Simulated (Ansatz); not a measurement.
An input for Ansatz 0.2.0 (BAs):

input.yaml

```yaml
crystal:
  lattice:
    - [0.0, 2.3885, 2.3885]
    - [2.3885, 0.0, 2.3885]
    - [2.3885, 2.3885, 0.0]
  atoms:
    - { symbol: As, position: [0.75, 0.75, 0.75] }
    - { symbol: B, position: [0.0, 0.0, 0.0] }
hamiltonian:
  xc: cam_b3lyp
  pseudopotentials: { kind: paw }
kpoints:
  mp_grid: { grid: [6, 6, 6] }
  band_path:
    path:
      - [[0.0, 0.0, 0.0], [0.5, 0.0, 0.5], [0.5, 0.25, 0.75], [0.375, 0.375, 0.75], [0.0, 0.0, 0.0], [0.5, 0.5, 0.5], [0.625, 0.25, 0.625], [0.5, 0.25, 0.75], [0.5, 0.5, 0.5], [0.375, 0.375, 0.75]]
      - [[0.625, 0.25, 0.625], [0.5, 0.0, 0.5]]
    npoints: 4
scf:
  occupations: { method: fermi_dirac, width: 0.05 }
  n_extra_bands: 6
output:
  forces: true
  stress: true
  eigenvalues: true
  fatbands: false
```

Potentials or basis: Ansatz PAW.

Run with:

```sh
$ ansatz run input.yaml --threads 2 --pin off --max-ram 5632MiB --backend cpu --events-out ev --progress --plain --runs-dir out
```

Q: How does this run end?

A: The run stopped without a result. It printed:

Output:

```text
Error: kpoints.band_path / output.eigenstates.kpoints / output.eigenstates.nscf_kmesh / output.wannier / output.states_by_energy / output.dos.nscf_kmesh / output.optics.nscf_kmesh / output.boltztrap / output.local_orbitals.kmesh / output.polarization (unless states: scf) / output.orbitals (by a pass of its own) / gw: / phonons.commensurate_couplings.mesh / output.given_orbital_levels with hamiltonian.xc: <exact exchange of several ranges> with hamiltonian.xc: <exact exchange that reaches to infinity> — behind a hybrid SCF this pass is solved under, or applies, the exchange operator itself, at k-points off the SCF's mesh, which is served of several ranges of exact exchange only where none reaches to infinity: one that does (lc_wpbe's) diverges towards zero momentum transfer, and no level off the mesh has been held to a reference under several; use a hybrid whose last range ends, as hiss, or one of one range, or do without the pass
```
